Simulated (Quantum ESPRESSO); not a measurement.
Here is a Quantum ESPRESSO 7.5 calculation.

The input pw.in:

```
&CONTROL
  calculation = 'scf'
  prefix = 'pwscf'
  outdir = './tmp'
  pseudo_dir = './pseudo'
  tprnfor = .true.
  tstress = .true.
  disk_io = 'low'
/
&SYSTEM
  ibrav = 0
  A = 4.32841274
  nat = 2
  ntyp = 2
  ecutwfc = 70
  nbnd = 16
  input_dft = 'pbesol'
  occupations = 'smearing'
  smearing = 'fd'
  degauss = 0.00367493
/
&ELECTRONS
  conv_thr = 4d-10
  electron_maxstep = 120
  mixing_beta = 0.5
/
ATOMIC_SPECIES
Pb   207.2000 Pb_ONCV_PBE-1.2.upf
Se    78.9710 Se_ONCV_PBE-1.2.upf
CELL_PARAMETERS alat
   0.0000000000    0.7071067811    0.7071067811
   0.7071067811    0.0000000000    0.7071067811
   0.7071067811    0.7071067811    0.0000000000
ATOMIC_POSITIONS alat
Pb     0.0000000000    0.0000000000    0.0000000000
Se     0.7071067811    0.7071067811    0.7071067811
K_POINTS automatic
8 8 8 0 0 0
```

File bands.in:

```
&CONTROL
  calculation = 'bands'
  prefix = 'pwscf'
  outdir = './tmp'
  pseudo_dir = './pseudo'
  disk_io = 'low'
  verbosity = 'high'
/
&SYSTEM
  ibrav = 0
  A = 4.32841274
  nat = 2
  ntyp = 2
  ecutwfc = 70
  nbnd = 16
  input_dft = 'pbesol'
  occupations = 'smearing'
  smearing = 'fd'
  degauss = 0.00367493
/
&ELECTRONS
  conv_thr = 1d-08
  electron_maxstep = 120
  mixing_beta = 0.5
  diago_full_acc = .true.
  startingwfc = 'random'
/
ATOMIC_SPECIES
Pb   207.2000 Pb_ONCV_PBE-1.2.upf
Se    78.9710 Se_ONCV_PBE-1.2.upf
CELL_PARAMETERS alat
   0.0000000000    0.7071067811    0.7071067811
   0.7071067811    0.0000000000    0.7071067811
   0.7071067811    0.7071067811    0.0000000000
ATOMIC_POSITIONS alat
Pb     0.0000000000    0.0000000000    0.0000000000
Se     0.7071067811    0.7071067811    0.7071067811
K_POINTS crystal
60
 0.0000000000  0.0000000000  0.0000000000 1
 0.0625000000  0.0000000000  0.0625000000 1
 0.1250000000  0.0000000000  0.1250000000 1
 0.1875000000  0.0000000000  0.1875000000 1
 0.2500000000  0.0000000000  0.2500000000 1
 0.3125000000  0.0000000000  0.3125000000 1
 0.3750000000  0.0000000000  0.3750000000 1
 0.4375000000  0.0000000000  0.4375000000 1
 0.5000000000  0.0000000000  0.5000000000 1
 0.5000000000  0.0625000000  0.5625000000 1
 0.5000000000  0.1250000000  0.6250000000 1
 0.5000000000  0.1875000000  0.6875000000 1
 0.5000000000  0.2500000000  0.7500000000 1
 0.4375000000  0.3125000000  0.7500000000 1
 0.3750000000  0.3750000000  0.7500000000 1
 0.3375000000  0.3375000000  0.6750000000 1
 0.3000000000  0.3000000000  0.6000000000 1
 0.2625000000  0.2625000000  0.5250000000 1
 0.2250000000  0.2250000000  0.4500000000 1
 0.1875000000  0.1875000000  0.3750000000 1
 0.1500000000  0.1500000000  0.3000000000 1
 0.1125000000  0.1125000000  0.2250000000 1
 0.0750000000  0.0750000000  0.1500000000 1
 0.0375000000  0.0375000000  0.0750000000 1
 0.0000000000  0.0000000000  0.0000000000 1
 0.0625000000  0.0625000000  0.0625000000 1
 0.1250000000  0.1250000000  0.1250000000 1
 0.1875000000  0.1875000000  0.1875000000 1
 0.2500000000  0.2500000000  0.2500000000 1
 0.3125000000  0.3125000000  0.3125000000 1
 0.3750000000  0.3750000000  0.3750000000 1
 0.4375000000  0.4375000000  0.4375000000 1
 0.5000000000  0.5000000000  0.5000000000 1
 0.5250000000  0.4500000000  0.5250000000 1
 0.5500000000  0.4000000000  0.5500000000 1
 0.5750000000  0.3500000000  0.5750000000 1
 0.6000000000  0.3000000000  0.6000000000 1
 0.6250000000  0.2500000000  0.6250000000 1
 0.5833333333  0.2500000000  0.6666666667 1
 0.5416666667  0.2500000000  0.7083333333 1
 0.5000000000  0.2500000000  0.7500000000 1
 0.5000000000  0.2857142857  0.7142857143 1
 0.5000000000  0.3214285714  0.6785714286 1
 0.5000000000  0.3571428571  0.6428571429 1
 0.5000000000  0.3928571429  0.6071428571 1
 0.5000000000  0.4285714286  0.5714285714 1
 0.5000000000  0.4642857143  0.5357142857 1
 0.5000000000  0.5000000000  0.5000000000 1
 0.4821428571  0.4821428571  0.5357142857 1
 0.4642857143  0.4642857143  0.5714285714 1
 0.4464285714  0.4464285714  0.6071428571 1
 0.4285714286  0.4285714286  0.6428571429 1
 0.4107142857  0.4107142857  0.6785714286 1
 0.3928571429  0.3928571429  0.7142857143 1
 0.3750000000  0.3750000000  0.7500000000 1
 0.6250000000  0.2500000000  0.6250000000 1
 0.5937500000  0.1875000000  0.5937500000 1
 0.5625000000  0.1250000000  0.5625000000 1
 0.5312500000  0.0625000000  0.5312500000 1
 0.5000000000  0.0000000000  0.5000000000 1
```

Potentials or basis: SG15 PBE 1.2.

Run with:

```bash
$ OMP_NUM_THREADS=1 pw.x -in pw.in > pw.out
$ OMP_NUM_THREADS=1 pw.x -in bands.in > bands.out
```

Question: What does it give for the pressure?

Answer: -0.2 GPa.

Question: Estimate the band gap on the k mesh.

Answer: 0.14 eV, direct.

Levels at the corners of the path, in eV from the valence-band top:
| point | band 6 | band 7 | band 8 | band 9 | band 10 | band 11 | band 12 | band 13 | band 14 | band 15 |
| --- | --- | --- | --- | --- | --- | --- | --- | --- | --- | --- |
| Γ | -13.63 | -6.31 | -1.91 | -1.91 | -1.91 | 4.63 | 4.63 | 4.63 | 6.37 | 6.37 |
| X | -12.15 | -7.40 | -5.08 | -3.30 | -3.30 | 3.50 | 5.55 | 5.55 | 5.99 | 11.26 |
| W | -12.12 | -8.05 | -4.32 | -4.32 | -0.80 | 1.77 | 4.85 | 4.85 | 7.61 | 7.61 |
| K | -12.17 | -8.07 | -4.67 | -2.78 | -2.45 | 3.30 | 3.94 | 5.37 | 5.67 | 9.98 |
| Γ | -13.63 | -6.31 | -1.91 | -1.91 | -1.91 | 4.63 | 4.63 | 4.63 | 6.37 | 6.37 |
| L | -12.54 | -8.85 | -1.49 | -1.49 | 0.00 | 0.14 | 1.58 | 1.58 | 8.36 | 10.03 |
| U | -12.17 | -8.07 | -4.67 | -2.78 | -2.45 | 3.30 | 3.94 | 5.37 | 5.67 | 9.98 |
| W | -12.12 | -8.05 | -4.32 | -4.32 | -0.80 | 1.77 | 4.85 | 4.85 | 7.61 | 7.61 |
| L | -12.54 | -8.85 | -1.49 | -1.49 | 0.00 | 0.14 | 1.58 | 1.58 | 8.36 | 10.03 |
| K | -12.17 | -8.07 | -4.67 | -2.78 | -2.45 | 3.30 | 3.94 | 5.37 | 5.67 | 9.98 |
| U | -12.17 | -8.07 | -4.67 | -2.78 | -2.45 | 3.30 | 3.94 | 5.37 | 5.67 | 9.98 |
| X | -12.15 | -7.40 | -5.08 | -3.30 | -3.30 | 3.50 | 5.55 | 5.55 | 5.99 | 11.26 |

Caveat: the potentials were made for another functional, which shifts forces and pressure; spin-orbit coupling is left out, which as a rule narrows the gap of such compounds by several tenths of an eV.

**What was measured.**

From a printed reference work, monograph, for a bulk crystal of PbSe at 300 K: band gap 0.28 eV (direct).

Measured gap of PbSe: 0.28 eV (direct; 300 K; a printed reference work, monograph). This calculation gives 0.14 eV (-0.14 eV). 2 values of this kind are on record (0.15 to 0.28 eV); this one was drawn at random. Spin-orbit coupling on Pb, Se is left out. The value is that of PBEsol, without temperature or zero-point motion. Semilocal functionals fall short of measured gaps as a rule.
